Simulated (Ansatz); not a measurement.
## Pressure against volume: BaS

```xyz
2
Lattice="0.0000 3.5161 3.5161 3.5161 0.0000 3.5161 3.5161 3.5161 0.0000" Properties=species:S:1:pos:R:3 pbc="T T T"
Ba    0.0000    0.0000    0.0000
S     1.7581    1.7581    1.7581
```

The cell was built from the zincblende type and relaxed in the same program, and has space group F-43m; it needn't be a known or the stable phase.

Spin–orbit coupling is left out, though it moves levels of the heavy atoms by tenths of an eV or more.

Levels of theory: DFT, PBE, all-electron LAPW, scalar-relativistic (Ansatz 0.2.0); DFT, PBE, PAW with Ansatz's default frozen-core files, scalar-relativistic (Ansatz 0.2.0).

For LAPW: a Γ-centred 9×9×9 k mesh, Fermi–Dirac smearing of 0.08 eV, basis error target 0.25 meV/atom, no spin polarisation. PAW takes a cutoff of 420 eV at this cell. The Ansatz runs share mesh, smearing and spin set-up. Plane-wave (PAW) pressures include the program's estimate of the Pulay term.

The cell above is scaled evenly, with fractional coordinates and shape held.

```
V/V(cell)  V (Å³/atom)  P, LAPW (GPa)  P, PAW (GPa)  gap on the k mesh, LAPW (eV)
   0.9405       40.884              ?             ?                             ?
   0.9800       42.601           0.62          0.62                          2.81
   1.0000       43.471           0.04          0.04                          2.78
   1.0200       44.340          -0.49         -0.49                          2.75
   1.0600       46.079          -1.40         -1.40                          2.69
```

(1) Fill in the row V/V(cell) = 0.9405.

(2) What do Birch–Murnaghan fits to the pressures give?

Answers

(1) P, LAPW (GPa) = 1.97, P, PAW (GPa) = 1.97, gap on the k mesh, LAPW (eV) = 2.87.

(2) LAPW: V0 = 43.53 Å³/atom, B0 = 28 GPa, B0′ = 4.0; PAW: V0 = 43.53 Å³/atom, B0 = 28 GPa, B0′ = 4.0.
